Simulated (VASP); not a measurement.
# La (Im-3m) in VASP: single point with PBE

Aim: the single point of La with PBE.

All numbers are computed with VASP 6.6.1; they aren't measurements. Logs are shortened: lines on timing, memory, paths and dates and some standing lists are left out, and cuts for length are marked.

## Step 1: The crystal as given

The structure is cubic, space group Im-3m (No. 229). Conventional cell: a = 4.211 Å, b = 4.211 Å, c = 4.211 Å, α = 90.00°, β = 90.00°, γ = 90.00°. La (site symmetry m-3m) has 8 La at 3.65 Å as nearest neighbours.

The cell was built by a generator and needn't be a form met in nature.

## Step 2: Single point, PBE

INCAR reads:

```
PREC = Accurate
ENCUT = 520
EDIFF = 1E-6
ISMEAR = 0
SIGMA = 0.05
LREAL = False
LASPH = True
NELM = 100
ALGO = Normal
ISIF = 2
LWAVE = False
LCHARG = False
GGA = PE
NBANDS = 12
```

KPOINTS reads:

```
regular mesh
0
Gamma
  14 14 14
```

POSCAR reads:

```
La
1.0
   -2.1053195634      2.1053195634      2.1053195634
    2.1053195634     -2.1053195634      2.1053195634
    2.1053195634      2.1053195634     -2.1053195634
La
1
Direct
    0.0000000000      0.0000000000      0.0000000000
```

Potentials or basis: VASP PAW PBE potentials, release 64 (La).

Launch:

```
$ cat potpaw_PBE.64/La/POTCAR > POTCAR
$ mpirun -np 1 vasp_std > vasp.out
```

OUTCAR:

```text
PREC = Accurate
   ENCUT = 520
   EDIFF = 1E-6
   ISMEAR = 0
   LREAL = False
   LASPH = True
   NELM = 100
   ISIF = 2
   GGA = PE

 ion  position               nearest neighbor table
   1  0.000  0.000  0.000-

  LATTYP: Found a body centered cubic cell.
 ALAT       =     4.2106391268

  Lattice vectors:

 A1 = (  -2.1053195634,   2.1053195634,   2.1053195634)
 A2 = (   2.1053195634,  -2.1053195634,   2.1053195634)
 A3 = (   2.1053195634,   2.1053195634,  -2.1053195634)

Analysis of symmetry for initial positions (statically):
=====================================================================
 Subroutine PRICEL returns:
 Original cell was already a primitive cell.

 Routine SETGRP: Setting up the symmetry group for a
 body centered cubic supercell.

 Subroutine GETGRP returns: Found 48 space group operations
 (whereof 48 operations were pure point group operations)
 out of a pool of 48 trial point group operations.

The static configuration has the point symmetry O_h .

Analysis of symmetry for dynamics (positions and initial velocities):
=====================================================================
 Subroutine PRICEL returns:
 Original cell was already a primitive cell.

 Routine SETGRP: Setting up the symmetry group for a
 body centered cubic supercell.

 Subroutine GETGRP returns: Found 48 space group operations
 (whereof 48 operations were pure point group operations)
 out of a pool of 48 trial point group operations.

The dynamic configuration has the point symmetry O_h .

 Subroutine INISYM returns: Found 48 space group operations
 (whereof 48 operations are pure point group operations),
 and found     1 'primitive' translations

----------------------------------------------------------------------------------------

                                     Primitive cell

  volume of cell :      37.3262

  direct lattice vectors                    reciprocal lattice vectors
    -2.105319563  2.105319563  2.105319563     0.000000000  0.237493637  0.237493637
     2.105319563 -2.105319563  2.105319563     0.237493637  0.000000000  0.237493637
     2.105319563  2.105319563 -2.105319563     0.237493637  0.237493637  0.000000000

  length of vectors
     3.646520450  3.646520450  3.646520450     0.335866722  0.335866722  0.335866722

  position of ions in fractional coordinates (direct lattice)
     0.000000000  0.000000000  0.000000000

  ion indices of the primitive-cell ions
   primitive index   ion index
                 1           1

----------------------------------------------------------------------------------------

 KPOINTS: regular mesh

Automatic generation of k-mesh.
 Grid dimensions read from file:
 generate k-points for:   14   14   14

 Generating k-lattice:

  Cartesian coordinates                     Fractional coordinates (reciprocal lattice)
     0.000000000  0.016963831  0.016963831     0.071428571  0.000000000  0.000000000
     0.016963831  0.000000000  0.016963831     0.000000000  0.071428571  0.000000000
     0.016963831  0.016963831  0.000000000     0.000000000  0.000000000  0.071428571

  Length of vectors
     0.023990480  0.023990480  0.023990480

  Shift w.r.t. Gamma in fractional coordinates (k-lattice)
     0.000000000  0.000000000  0.000000000

 Subroutine IBZKPT returns following result:
 ===========================================

 Found    104 irreducible k-points:

 Following reciprocal coordinates:
            Coordinates               Weight
  0.000000  0.000000  0.000000      1.000000
  0.071429  0.000000  0.000000     12.000000
  0.142857  0.000000  0.000000     12.000000
  0.214286  0.000000  0.000000     12.000000
  0.285714  0.000000  0.000000     12.000000
  0.357143  0.000000  0.000000     12.000000
[... 16 lines left out ...]
  0.285714  0.285714  0.000000     24.000000
  0.357143  0.285714  0.000000     24.000000
 [... further k-points ...]
   k-points           NKPTS =    104   k-points in BZ     NKDIM =    104   number of bands    NBANDS=     12
   number of dos      NEDOS =    301   number of ions     NIONS =      1
   total plane-waves  NPLWV =  21952
   dimension x,y,z NGX =    28 NGY =   28 NGZ =   28
   dimension x,y,z NGXF=    56 NGYF=   56 NGZF=   56
   ions per type =               1
   NGX,Y,Z   is equivalent  to a cutoff of  12.77, 12.77, 12.77 a.u.
   NGXF,Y,Z  is equivalent  to a cutoff of  25.53, 25.53, 25.53 a.u.
 SYSTEM =  unknown system
   PREC   = accura    normal or accurate (medium, high low for compatibility)
   ISTART =      0    job   : 0-new  1-cont  2-samecut
   ICHARG =      2    charge: 1-file 2-atom 10-const
   ISPIN  =      1    spin polarized calculation?
   LNONCOLLINEAR =      F non collinear calculations
   LSORBIT =      F    spin-orbit coupling
   LASPH  =      T    aspherical Exc in radial PAW
   ENCUT  =  520.0 eV  38.22 Ry    6.18 a.u.   6.78  6.78  6.78*2*pi/ulx,y,z
   NELM   =    100;   NELMIN=  2; NELMDL= -5     # of ELM steps
   EDIFF  = 0.1E-05   stopping-criterion for ELM
   LREAL  =      F    real-space projection
[... 7 lines left out ...]
   TEBEG  =    0.0;   TEEND  =   0.0 temperature during run
   PSTRESS=    0.0 pullay stress
   NELECT =      11.0000    total number of electrons
   NUPDOWN=      -1.0000    fix difference up-down
   EMIN   =  10.00;   EMAX   =-10.00  energy-range for DOS
   EFERMI =   0.00;   METHOD = LEGACY
   ISMEAR =     0;   SIGMA  =   0.05  broadening in eV -4-tet -1-fermi 0-gaus
   EFERMI_NEDOS =   21; number of points for ismear=-14 and -15
   IALGO  =     38    algorithm
   IMIX   =      4    mixing-type and parameters
     AMIX     =   0.40;   BMIX     =  1.00
     AMIX_MAG =   1.60;   BMIX_MAG =  1.00
  volume/ion in A,a.u.               =      37.33       251.89
  Fermi-wavevector in a.u.,A,eV,Ry     =   1.089434  2.058732 16.148307  1.186867
  Thomas-Fermi vector in A             =   2.225637
   LORBIT       =      0    0 simple, 1 ext, 2 COOP (PROOUT), +10 PAW based schemes
   GGA     = PE    functional components
   LHFCALC =     F    Hartree Fock is set to
   AEXX    =    0.0000 exact exchange contribution
   IVDW    =     0    specifies the selected vdW correction
   LEPSILON=     F    determine dielectric tensor
   LRPA    =     F    only Hartree local field effects (RPA)
 non-spin polarized calculation
 Gauss-broadening in eV      SIGMA  =   0.05
  energy-cutoff  :      520.00
  volume of cell :       37.33
 maximum number of plane-waves:      1048
   NGX = 13   NGY = 13   NGZ = 13

 number of electron      11.0000001 magnetization

 Free energy of the ion-electron system (eV)
  ---------------------------------------------------
  ext. energy  EPLUGINS =         0.00000000
  ---------------------------------------------------
  free energy    TOTEN  =        -4.75649047 eV

  energy without entropy =       -4.75175513  energy(sigma->0) =       -4.75412280

 E-fermi :   7.8181     XC(G=0):  -9.5409

 val. band max:        7.8165374618   @ k =   0.3571   0.2143   0.0000
 cond. band min:       7.8217704665   @ k =   0.2857   0.1429  -0.0000
 fundamental gap:      0.0052330048
 Fermi energy:         7.8181318120

 k-point     1 :       0.0000    0.0000    0.0000
  band No.  band energies     occupation
      1     -25.0840      2.00000
      2      -8.0777      2.00000
      3      -8.0777      2.00000
      4      -8.0777      2.00000
      5       4.6329      2.00000
      6       9.2958      0.00000
      7       9.2958      0.00000
      8       9.2958      0.00000
      9       9.3179      0.00000
     10       9.3179      0.00000
     11       9.3179      0.00000
     12      10.0485      0.00000

 k-point     2 :       0.0714    0.0000    0.0000
  band No.  band energies     occupation
      1     -25.0741      2.00000
      2      -8.1540      2.00000
      3      -8.0999      2.00000
      4      -8.0786      2.00000
      5       4.7936      2.00000
      6       9.0169      0.00000
      7       9.0170      0.00000
      8       9.3119      0.00000
      9       9.3540      0.00000
     10       9.5291      0.00000
     11       9.5328      0.00000
     12      10.0463      0.00000

 k-point     3 :       0.1429    0.0000    0.0000
  band No.  band energies     occupation
      1     -25.0464      2.00000
      2      -8.3613      2.00000
      3      -8.1614      2.00000
      4      -8.0812      2.00000
      5       5.2282      2.00000
      6       8.6840      0.00000
      7       8.6870      0.00000
      8       9.2984      0.00000
      9       9.4674      0.00000
     10       9.6653      0.00000
     11       9.6919      0.00000
     12       9.9965      0.00000
[... 286 lines left out ...]
 k-point    23 :       0.2857    0.2857    0.0000
  band No.  band energies     occupation
      1     -24.8613      2.00000
      2      -9.1759      2.00000
      3      -8.8213      2.00000
      4      -8.2449      2.00000
      5       7.0575      2.00000
      6       7.8991      0.02201
      7       8.6010      0.00000
      8       9.5541      0.00000
      9       9.5635      0.00000
     10       9.7711      0.00000
     11       9.9225      0.00000
     12      10.0016      0.00000

 k-point    24 :       0.3571    0.2857    0.0000
  band No.  band energies     occupation
      1     -24.8548      2.00000
      2      -9.1267      2.00000
      3      -8.9215      2.00000
      4      -8.2518      2.00000
      5       7.0862      2.00000
      6       8.0425      0.00000
      7       8.5097      0.00000
      8       9.5407      0.00000
      9       9.6304      0.00000
     10       9.7312      0.00000
     11       9.9604      0.00000
     12       9.9652      0.00000

 [... further k-points ...]

------------------------ aborting loop because EDIFF is reached ----------------------------------------

  FORCE on cell =-STRESS in cart. coord.  units (eV):
  Direction    XX          YY          ZZ          XY          YZ          ZX
  --------------------------------------------------------------------------------------
  -------------------------------------------------------------------------------------
  Total        0.0444126      0.0444126      0.0444126      0.0000000     -0.0000000     -0.0000000
  in kB        1.9063518      1.9063518      1.9063518      0.0000000     -0.0000000     -0.0000000
  external PRESSURE =       1.9063518 kB  Pullay stress =       0.0000000 kB

 VOLUME and BASIS-vectors are now :
 -----------------------------------------------------------------------------
  energy-cutoff  :      520.00
  volume of cell :       37.33
      direct lattice vectors                 reciprocal lattice vectors
    -2.105319563  2.105319563  2.105319563     0.000000000  0.237493637  0.237493637
     2.105319563 -2.105319563  2.105319563     0.237493637  0.000000000  0.237493637
     2.105319563  2.105319563 -2.105319563     0.237493637  0.237493637  0.000000000

 POSITION                                       TOTAL-FORCE (eV/Angst)
 -----------------------------------------------------------------------------------
      0.00000      0.00000      0.00000        -0.000000      0.000000     -0.000000
 -----------------------------------------------------------------------------------
    total drift:                                0.000000      0.000000      0.000000

  FREE ENERGIE OF THE ION-ELECTRON SYSTEM (eV)
  ---------------------------------------------------
  free  energy   TOTEN  =        -4.7564904721 eV

  energy  without entropy=       -4.7517551347  energy(sigma->0) =       -4.75412280
```

Wall time 58 s (1 thread of AMD EPYC 7R13 (Zen 3), shared host); peak memory 0.18 GiB.

What came out:

* Free energy: -4.7565 eV
* Pressure: 0.2 GPa
* Band gap on the k mesh: none (metal or under the smearing width)

The run has no spin-orbit coupling, so splittings on La are missing.
